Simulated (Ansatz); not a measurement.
Input of an Ansatz 0.2.0 run:

Contents of input.yaml:

```yaml
crystal:
  lattice:
    - [0.0, 2.82685, 2.82685]
    - [2.82685, 0.0, 2.82685]
    - [2.82685, 2.82685, 0.0]
  atoms:
    - { symbol: As, position: [0.75, 0.75, 0.75] }
    - { symbol: Ga, position: [0.0, 0.0, 0.0] }
hamiltonian:
  xc: pbe
  pseudopotentials: { kind: paw }
kpoints:
  mp_grid: { grid: [8, 8, 8] }
scf:
  occupations: { method: gaussian, width: 0.028 }
output:
  forces: true
  stress: true
  eigenvalues: true
```

Potentials or basis: Ansatz PAW.

Command:

```console
$ ansatz run input.yaml --threads 2 --pin off --max-ram 5632MiB --backend cpu --events-out ev --progress --plain --runs-dir out
```

Q: Estimate the band gap on the k mesh.

A: 0.52 eV, direct.

Q: What does it give for the pressure?

A: 3.3 GPa.

**Experimental background.**

From “Evidence of valence band perturbations in GaAsN/GaAs(001): A combined variable-angle spectroscopic ellipsometry and modulated photoreflectance investigation”, 2008, arxiv:0805.2212, for a bulk crystal of GaAs at 300 K: band gap 1.412 ± 0.01 eV (direct).

Measured gap of GaAs: 1.412 eV (direct; 300 K; “Evidence of valence band perturbations in GaAsN/GaAs(001): A combined variable-angle spectroscopic ellipsometry and modulated photoreflectance investigation”, 2008, arxiv:0805.2212). This calculation gives 0.52 eV (-0.90 eV). 3 values of this kind are on record (1.412 to 1.51 eV); this one was drawn at random among those near their median, those with a stated uncertainty first. Spin-orbit coupling on As, Ga is left out. The value is that of PBE on a finite k mesh, which can miss the band edges, without temperature or zero-point motion. Semilocal functionals fall short of measured gaps as a rule.
